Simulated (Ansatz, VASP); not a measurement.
# Ta2Si in VASP and in Ansatz

The input INCAR:

```
PREC = Accurate
ENCUT = 520
EDIFF = 1E-6
ISMEAR = 0
SIGMA = 0.15
LREAL = F
LASPH = T
NELM = 80
ALGO = Fast
ISIF = 2
LWAVE = F
LCHARG = F
GGA = PS
NBANDS = 35
```

File KPOINTS:

```
Automatic mesh
0
Gamma
  10 10 10
```

The input POSCAR:

```
Ta2Si
1.0
   -3.0683767195      3.0683767195      2.5198993614
    3.0683767195     -3.0683767195      2.5198993614
    3.0683767195      3.0683767195     -2.5198993614
Ta Si
4 2
Direct
    0.6630661939      0.8369338061      0.5000000000
    0.8369338061      0.3369338061      0.1738676123
    0.3369338061      0.1630661939      0.5000000000
    0.1630661939      0.6630661939      0.8261323877
    0.2500000000      0.2500000000      0.0000000000
    0.7500000000      0.7500000000      0.0000000000
```

Input for Ansatz:

```yaml
crystal:
  lattice:
    - [-3.0683767195, 3.0683767195, 2.5198993614]
    - [3.0683767195, -3.0683767195, 2.5198993614]
    - [3.0683767195, 3.0683767195, -2.5198993614]
  atoms:
    - { symbol: Ta, position: [0.6630661939, 0.8369338061, 0.5] }
    - { symbol: Ta, position: [0.8369338061, 0.3369338061, 0.1738676123] }
    - { symbol: Ta, position: [0.3369338061, 0.1630661939, 0.5] }
    - { symbol: Ta, position: [0.1630661939, 0.6630661939, 0.8261323877] }
    - { symbol: Si, position: [0.25, 0.25, 0.0] }
    - { symbol: Si, position: [0.75, 0.75, 0.0] }
basis:
  ecutwfc: 420
kpoints:
  mp_grid: { grid: [10, 10, 10] }
hamiltonian:
  xc: pbesol
scf:
  occupations: { method: gaussian, width: 0.15 }
output:
  forces: true
  stress: true
  eigenvalues: true
  write_density: true
  write_potential: true
  elf: true
  volumetric_format: npy
```

The cell comes from a database or a generator and needn't be the stable form of this composition.

Alike in both runs: task single point; functional PBEsol; k mesh 10 × 10 × 10; occupations gaussian, width 0.15 eV; no spin polarisation.

```csv
,VASP,Ansatz
version,VASP 6.6.1,Ansatz 0.2.0
potentials or method,"VASP PAW PBE potentials, release 64 (Ta_pv, Si)","scalar-relativistic, plane waves, PAW"
plane-wave cutoff (eV),520,420
valence electrons in the cell,52,60
```

|  | VASP | Ansatz | Ansatz less VASP |
| --- | --- | --- | --- |
| gap on the k mesh at the Fermi level (eV) | none | none | - |
| pressure (GPa) | 0.3 | 0.0 | -0.29 |
| rms of the force components (eV/Å) | 0.007 | 0.003 | -0.0033 |

Atom by atom the forces differ by 0.003 eV/Å (rms over components). A gap of «none» marks a metal or a gap that the smearing closes. With one functional, cell and mesh, what is left measures potentials, basis and numerics. The two sets of potentials don't hold the same shells in valence.

Caveats: the PAW data sets were made with another functional, which shifts forces and pressure a little (VASP). The runs have no spin-orbit coupling, so splittings on Ta are missing.
